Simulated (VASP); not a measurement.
# Ga (C2/c) in VASP: further runs, part 2 of 2

VASP 6.6.1.

### 5 Single point, PBE

INCAR

```
PREC = Low
ENCUT = 450
EDIFF = 1E-6
ISMEAR = 0
SIGMA = 0.15
LREAL = False
LASPH = True
NELM = 100
ALGO = Normal
ISIF = 2
LWAVE = False
LCHARG = False
GGA = PE
NBANDS = 20
ADDGRID = False
```

KPOINTS

```
regular mesh
0
Gamma
  11 11 9
```

POSCAR

```
Ga
1.0
    1.3830000000     -4.0265000000      0.0000000000
    1.3830000000      4.0265000000      0.0000000000
   -0.1174474948      0.0000000000      3.3299294416
Ga
2
Direct
    0.0863460000      0.8268100000      0.7848140000
    0.8777350000      0.1376800000      0.2531650000
```

Potentials or basis: VASP PAW PBE potentials, release 64 (Ga_d).

Started as:

```bash
> cat potpaw_PBE.64/Ga_d/POTCAR > POTCAR
> mpirun -np 1 vasp_std > vasp.out
```

OUTCAR:

```text
PREC = Low
   ENCUT = 450
   EDIFF = 1E-6
   ISMEAR = 0
   LREAL = False
   LASPH = True
   NELM = 100
   ISIF = 2
   GGA = PE

 Found    545 irreducible k-points:

 Following reciprocal coordinates:
            Coordinates               Weight
  0.000000  0.000000  0.000000      1.000000
  0.090909 -0.000000  0.000000      2.000000
  0.000000 -0.090909  0.000000      2.000000
  0.181818  0.000000 -0.000000      2.000000
  0.000000 -0.181818  0.000000      2.000000
  0.272727 -0.000000  0.000000      2.000000
   k-points           NKPTS =    545   k-points in BZ     NKDIM =    545   number of bands    NBANDS=     20
   number of dos      NEDOS =    301   number of ions     NIONS =      2
   total plane-waves  NPLWV =  10368
   dimension x,y,z NGX =    24 NGY =   24 NGZ =   18
   dimension x,y,z NGXF=    24 NGYF=   24 NGZF=   18
   ions per type =               2
   NGX,Y,Z   is equivalent  to a cutoff of   9.37,  9.37,  8.98 a.u.
   NGXF,Y,Z  is equivalent  to a cutoff of   9.37,  9.37,  8.98 a.u.
 SYSTEM =  unknown system
   PREC   = low       normal or accurate (medium, high low for compatibility)
   ISTART =      0    job   : 0-new  1-cont  2-samecut
   ICHARG =      2    charge: 1-file 2-atom 10-const
   ISPIN  =      1    spin polarized calculation?
   LNONCOLLINEAR =      F non collinear calculations
   LSORBIT =      F    spin-orbit coupling
   LASPH  =      T    aspherical Exc in radial PAW
   ENCUT  =  450.0 eV  33.07 Ry    5.75 a.u.   7.36  7.36  5.76*2*pi/ulx,y,z
   NELM   =    100;   NELMIN=  2; NELMDL= -5     # of ELM steps
   EDIFF  = 0.1E-05   stopping-criterion for ELM
[... 8 lines left out ...]
   TEBEG  =    0.0;   TEEND  =   0.0 temperature during run
   PSTRESS=    0.0 pullay stress
   NELECT =      26.0000    total number of electrons
   NUPDOWN=      -1.0000    fix difference up-down
   EMIN   =  10.00;   EMAX   =-10.00  energy-range for DOS
   EFERMI =   0.00;   METHOD = LEGACY
   ISMEAR =     0;   SIGMA  =   0.15  broadening in eV -4-tet -1-fermi 0-gaus
   EFERMI_NEDOS =   21; number of points for ismear=-14 and -15
   IALGO  =     38    algorithm
   IMIX   =      4    mixing-type and parameters
     AMIX     =   0.40;   BMIX     =  1.00
     AMIX_MAG =   1.60;   BMIX_MAG =  1.00
  volume/ion in A,a.u.               =      18.54       125.14
  Fermi-wavevector in a.u.,A,eV,Ry     =   1.454323  2.748273 28.777089  2.115056
  Thomas-Fermi vector in A             =   2.571487
   LORBIT       =      0    0 simple, 1 ext, 2 COOP (PROOUT), +10 PAW based schemes
   GGA     = PE    functional components
   LHFCALC =     F    Hartree Fock is set to
   AEXX    =    0.0000 exact exchange contribution
   IVDW    =     0    specifies the selected vdW correction
   LEPSILON=     F    determine dielectric tensor
   LRPA    =     F    only Hartree local field effects (RPA)
 non-spin polarized calculation
 Gauss-broadening in eV      SIGMA  =   0.15
  energy-cutoff  :      450.00
  volume of cell :       37.09
 maximum number of plane-waves:       825
   NGX = 15   NGY = 15   NGZ = 11

 number of electron      26.0000386 magnetization

 Free energy of the ion-electron system (eV)
  ---------------------------------------------------
  ext. energy  EPLUGINS =         0.00000000
  ---------------------------------------------------
  free energy    TOTEN  =        -5.76353245 eV

  energy without entropy =       -5.75518118  energy(sigma->0) =       -5.75935682

 E-fermi :   5.7246     XC(G=0): -11.0516

 val. band max:        5.7241638239   @ k =  -0.1818  -0.1818   0.2222
 cond. band min:       5.7269741786   @ k =   0.2727   0.0909  -0.3333
 fundamental gap:      0.0028103547
 Fermi energy:         5.7245810468

 k-point     1 :       0.0000    0.0000    0.0000
  band No.  band energies     occupation
      1      -9.5267      2.00000
      2      -9.4992      2.00000
      3      -9.4590      2.00000
      4      -9.4390      2.00000
      5      -9.1814      2.00000
      6      -9.1609      2.00000
[... 12 lines left out ...]
     19      16.5382      0.00000
     20      18.7164      0.00000

 k-point     2 :       0.0909   -0.0000    0.0000
  band No.  band energies     occupation
      1      -9.5193      2.00000
      2      -9.4874      2.00000
      3      -9.4442      2.00000
      4      -9.4077      2.00000
      5      -9.1926      2.00000
      6      -9.1815      2.00000
[... 12 lines left out ...]
     19      16.7174      0.00000
     20      19.5507      0.00000

 k-point     3 :       0.0000   -0.0909    0.0000
  band No.  band energies     occupation
      1      -9.5165      2.00000
      2      -9.4855      2.00000
      3      -9.4420      2.00000
      4      -9.4084      2.00000
      5      -9.1944      2.00000
      6      -9.1768      2.00000
[... 12 lines left out ...]
     19      16.7918      0.00000
     20      19.5654      0.00000

 k-point     4 :       0.1818    0.0000   -0.0000
  band No.  band energies     occupation
      1      -9.5032      2.00000
      2      -9.4609      2.00000
      3      -9.4042      2.00000
      4      -9.3309      2.00000
      5      -9.2304      2.00000
      6      -9.2166      2.00000
[... 12 lines left out ...]
     19      16.8785      0.00000
     20      20.4643      0.00000

 k-point     5 :       0.0000   -0.1818    0.0000
  band No.  band energies     occupation
      1      -9.4916      2.00000
      2      -9.4525      2.00000
      3      -9.3947      2.00000
      4      -9.3306      2.00000
      5      -9.2269      2.00000
      6      -9.2161      2.00000
[... 12 lines left out ...]
     19      16.9604      0.00000
     20      20.5169      0.00000

 k-point     6 :       0.2727   -0.0000    0.0000
  band No.  band energies     occupation
      1      -9.4866      2.00000
      2      -9.4330      2.00000
      3      -9.3640      2.00000
      4      -9.3208      2.00000
      5      -9.2824      2.00000
      6      -9.1900      2.00000
[... 12 lines left out ...]
     19      17.1105      0.00000
     20      20.0068      0.00000

 [... further k-points ...]

------------------------ aborting loop because EDIFF is reached ----------------------------------------

  FORCE on cell =-STRESS in cart. coord.  units (eV):
  Direction    XX          YY          ZZ          XY          YZ          ZX
  --------------------------------------------------------------------------------------
  -------------------------------------------------------------------------------------
  Total        0.3240448      0.6308340      0.6314546      0.0042963      0.1514817      0.0455788
  in kB       13.9991185     27.2527753     27.2795894      0.1856050      6.5441905      1.9690603
  external PRESSURE =      22.8438277 kB  Pullay stress =       0.0000000 kB

 VOLUME and BASIS-vectors are now :
 -----------------------------------------------------------------------------
  energy-cutoff  :      450.00
  volume of cell :       37.09
      direct lattice vectors                 reciprocal lattice vectors
     1.383000000 -4.026500000  0.000000000     0.361532899 -0.124177325  0.012751361
     1.383000000  4.026500000  0.000000000     0.361532899  0.124177325  0.012751361
    -0.117447495  0.000000000  3.329929442     0.000000000  0.000000000  0.300306663

 POSITION                                       TOTAL-FORCE (eV/Angst)
 -----------------------------------------------------------------------------------
      1.17072      2.98148      2.61338         0.008300     -0.273629     -0.207187
      1.37459     -2.97983      0.84302        -0.008300      0.273629      0.207187
 -----------------------------------------------------------------------------------
    total drift:                               -0.002787     -0.000090     -0.008995

  FREE ENERGIE OF THE ION-ELECTRON SYSTEM (eV)
  ---------------------------------------------------
  free  energy   TOTEN  =        -5.7635324529 eV

  energy  without entropy=       -5.7551811842  energy(sigma->0) =       -5.75935682
```

OSZICAR:

```text
N       E                     dE             d eps       ncg     rms          rms(c)
DAV:   1     0.125926608401E+03    0.12593E+03   -0.12191E+04 22792   0.228E+03
DAV:   2     0.495351810664E+01   -0.12097E+03   -0.11812E+03 22564   0.363E+02
DAV:   3    -0.565597845457E+01   -0.10609E+02   -0.10561E+02 24576   0.902E+01
DAV:   4    -0.581058847189E+01   -0.15461E+00   -0.15454E+00 25028   0.122E+01
DAV:   5    -0.581323901620E+01   -0.26505E-02   -0.26504E-02 24828   0.155E+00    0.143E+00
DAV:   6    -0.577236120154E+01    0.40878E-01   -0.89025E-02 29576   0.491E+00    0.740E-01
DAV:   7    -0.576436801723E+01    0.79932E-02   -0.18300E-02 31268   0.185E+00    0.204E-01
DAV:   8    -0.576351532347E+01    0.85269E-03   -0.24099E-03 23564   0.661E-01    0.215E-02
DAV:   9    -0.576353131702E+01   -0.15994E-04   -0.13899E-04 24460   0.115E-01    0.822E-03
DAV:  10    -0.576353248945E+01   -0.11724E-05   -0.93738E-06 24148   0.337E-02    0.284E-03
DAV:  11    -0.576353245286E+01    0.36593E-07   -0.13031E-06 15720   0.144E-02
   1 F= -.57635325E+01 E0= -.57593568E+01  d E =-.835127E-02
```

stdout:

```text
POSCAR found type information on POSCAR Ga
 POSCAR found :  1 types and       2 ions
 scaLAPACK will be used
 LDA part: xc-table for (Slater+PW92), standard interpolation
 POSCAR, INCAR and KPOINTS ok, starting setup
 FFT: planning ... GRIDC
 FFT: planning ... GRID_SOFT
 FFT: planning ... GRID
 WAVECAR not read
 entering main loop
```

Wall time 2 min (1 thread of Intel Xeon Platinum 8259CL at 2.50GHz (Skylake/Cascade Lake), shared host); peak memory 0.32 GiB.

These settings aren't checked as converged: the numbers below hold their error.

What came out:

* Free energy: -5.7635 eV
* Pressure: 2.3 GPa
* Largest force: 0.343 eV/Å
* Band gap on the k mesh: none (metal or under the smearing width)

### 6 Single point, PBE

Edit INCAR of step 5 so:

```diff
@@ -1,2 +1,2 @@
-PREC = Low
+PREC = Normal
 ENCUT = 450
```

KPOINTS is that of step 5.

POSCAR

```
Ga
1.0
    1.3830000000     -4.0265000000      0.0000000000
    1.3830000000      4.0265000000      0.0000000000
   -0.1174474948      0.0000000000      3.3299294416
Ga
2
Direct
    0.1310000000      0.8690000000      0.7500000000
    0.8690000000      0.1310000000      0.2500000000
```

Potentials or basis: VASP PAW PBE potentials, release 64 (Ga_d).

Started as:

```bash
> cat potpaw_PBE.64/Ga_d/POTCAR > POTCAR
> mpirun -np 1 vasp_std > vasp.out
```

OUTCAR:

```text
PREC = Normal
   ENCUT = 450
   EDIFF = 1E-6
   ISMEAR = 0
   LREAL = False
   LASPH = True
   NELM = 100
   ISIF = 2
   GGA = PE

 Found    300 irreducible k-points:

 Following reciprocal coordinates:
            Coordinates               Weight
  0.000000  0.000000  0.000000      1.000000
  0.090909 -0.000000  0.000000      4.000000
  0.181818  0.000000 -0.000000      4.000000
  0.272727 -0.000000  0.000000      4.000000
  0.363636 -0.000000 -0.000000      4.000000
  0.454545 -0.000000  0.000000      4.000000
   k-points           NKPTS =    300   k-points in BZ     NKDIM =    300   number of bands    NBANDS=     20
[... 214 lines left out ...]

  FORCE on cell =-STRESS in cart. coord.  units (eV):
  Direction    XX          YY          ZZ          XY          YZ          ZX
  --------------------------------------------------------------------------------------
  -------------------------------------------------------------------------------------
  Total        0.2919374      0.3911340      0.4722168      0.0000000      0.0000000      0.0794397
  in kB       12.6120437     16.8974530     20.4003258      0.0000000      0.0000000      3.4318890
  external PRESSURE =      16.6366075 kB  Pullay stress =       0.0000000 kB

 VOLUME and BASIS-vectors are now :
 -----------------------------------------------------------------------------
  energy-cutoff  :      450.00
  volume of cell :       37.09
      direct lattice vectors                 reciprocal lattice vectors
     1.383000000 -4.026500000  0.000000000     0.361532899 -0.124177325  0.012751361
     1.383000000  4.026500000  0.000000000     0.361532899  0.124177325  0.012751361
    -0.117447495  0.000000000  3.329929442     0.000000000  0.000000000  0.300306663

 POSITION                                       TOTAL-FORCE (eV/Angst)
 -----------------------------------------------------------------------------------
      1.29491      2.97156      2.49745        -0.000000     -0.228736     -0.000000
      1.35364     -2.97156      0.83248         0.000000      0.228736      0.000000
 -----------------------------------------------------------------------------------
    total drift:                                0.000000      0.000000     -0.000000

  FREE ENERGIE OF THE ION-ELECTRON SYSTEM (eV)
  ---------------------------------------------------
  free  energy   TOTEN  =        -5.7677687705 eV

  energy  without entropy=       -5.7595291932  energy(sigma->0) =       -5.76364898
```

OSZICAR:

```text
N       E                     dE             d eps       ncg     rms          rms(c)
DAV:   1     0.123154869999E+03    0.12315E+03   -0.12261E+04 12824   0.227E+03
DAV:   2     0.454726192023E+01   -0.11861E+03   -0.11572E+03 12448   0.355E+02
DAV:   3    -0.567049368106E+01   -0.10218E+02   -0.10170E+02 13540   0.885E+01
DAV:   4    -0.581738176336E+01   -0.14689E+00   -0.14681E+00 13608   0.118E+01
DAV:   5    -0.581996969919E+01   -0.25879E-02   -0.25878E-02 13652   0.153E+00    0.141E+00
DAV:   6    -0.577662483394E+01    0.43345E-01   -0.88180E-02 16232   0.489E+00    0.731E-01
DAV:   7    -0.576863451600E+01    0.79903E-02   -0.17589E-02 17244   0.182E+00    0.203E-01
DAV:   8    -0.576775010206E+01    0.88441E-03   -0.22373E-03 13196   0.650E-01    0.194E-02
DAV:   9    -0.576776803354E+01   -0.17931E-04   -0.10610E-04 13560   0.103E-01    0.772E-03
DAV:  10    -0.576776877046E+01   -0.73692E-06   -0.67340E-06 13212   0.299E-02
   1 F= -.57677688E+01 E0= -.57636490E+01  d E =-.823958E-02
```

stdout:

```text
POSCAR found type information on POSCAR Ga
 POSCAR found :  1 types and       2 ions
 scaLAPACK will be used
 LDA part: xc-table for (Slater+PW92), standard interpolation
 POSCAR, INCAR and KPOINTS ok, starting setup
 FFT: planning ... GRIDC
 FFT: planning ... GRID_SOFT
 FFT: planning ... GRID
 WAVECAR not read
 entering main loop
```

Wall time 62 s (1 thread of Intel Xeon Platinum 8259CL at 2.50GHz (Skylake/Cascade Lake), shared host); peak memory 0.24 GiB.

These settings aren't checked as converged: the numbers below hold their error.

Results:

- Free energy: -5.7678 eV
- Pressure: 1.7 GPa
- Largest force: 0.229 eV/Å
- Band gap on the k mesh: none (metal or under the smearing width)

### 7 The reference run

An earlier run on the cell as given: functional PBE; potentials or basis VASP PAW PBE potentials, release 64 (Ga_d); cutoff 520 eV; k mesh 10 × 10 × 8; occupations fermi-dirac, width 0.05 eV; no spin polarisation.

* Pressure: 1.8 GPa
* Largest force: 0.203 eV/Å
* Band gap on the k mesh: none (metal or under the smearing width)
